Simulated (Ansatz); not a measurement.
## Sr on an O site in SrO

Computed with Ansatz, DFT PBE, scalar-relativistic, plane waves, PAW. Settings: 420 eV cutoff, 2×2×2 k-mesh, shifted by half a step, Gaussian smearing of 0.01 eV, collinear spin in charge -1 alone.

Host crystal, relaxed:

```
CELL_PARAMETERS angstrom
0.00000 2.59745 2.59745
2.59745 0.00000 2.59745
2.59745 2.59745 0.00000
ATOMIC_POSITIONS crystal
Sr 0.50000 0.50000 0.50000
O 0.00000 0.00000 0.00000
```

Supercell of 32 atoms, rows in host cell vectors: -3 1 1; 1 -3 1; 1 1 1. Atoms relax at the host's cell, keeping the symmetry that the supercell leaves at the site. The cell is small, so energies carry finite-size errors of tenths of an eV. The host's Kohn–Sham gap is 3.33 eV. Atoms are taken from and returned to the elements' standard states. Charged cells are corrected for image charges with the computed static dielectric tensor (mean 21.0) and aligned with the host's potential at far atoms (alignment terms reach 1.13 eV; the program doubts the alignment in some charges, where it is up to 1.13 eV). No band-filling term is added, and the Fermi level counts from the host's valence band top.

Defect: Sr on an O site at (0.000, 0.000, 0.000) of the host cell.

Task: What is the formation energy of the neutral defect?

Result: 14.99 eV.

Task: Does the neutral defect carry a moment, and how do its surroundings relax?

Result: The neutral run had no spin polarisation, so a moment wasn't tested. The nearest neighbours before are 6 Sr at 2.60 Å; after relaxation the atoms near the site are 6 Sr at 2.81 Å; the largest move is 0.21 Å.

Task: Charges 0, -1, -2 were computed. Which is stable where in the gap?

Result: Among the charges computed the stable one is 0 at the valence band top, changing to -1 at 2.95 eV. In charge 0, -1 the cell has partly filled bands: a level of the defect may be part filled, the carrier may sit in the host's bands, or levels may cross between the k points, so transitions that involve it are doubtful. Without the alignment that the program doubts, the level (0/-1) would lie at 3.51 eV, outside the gap, so these runs don't decide whether the defect changes charge there. Levels between neighbouring charges: (0/-1) 2.95 eV, (-1/-2) 3.35 eV.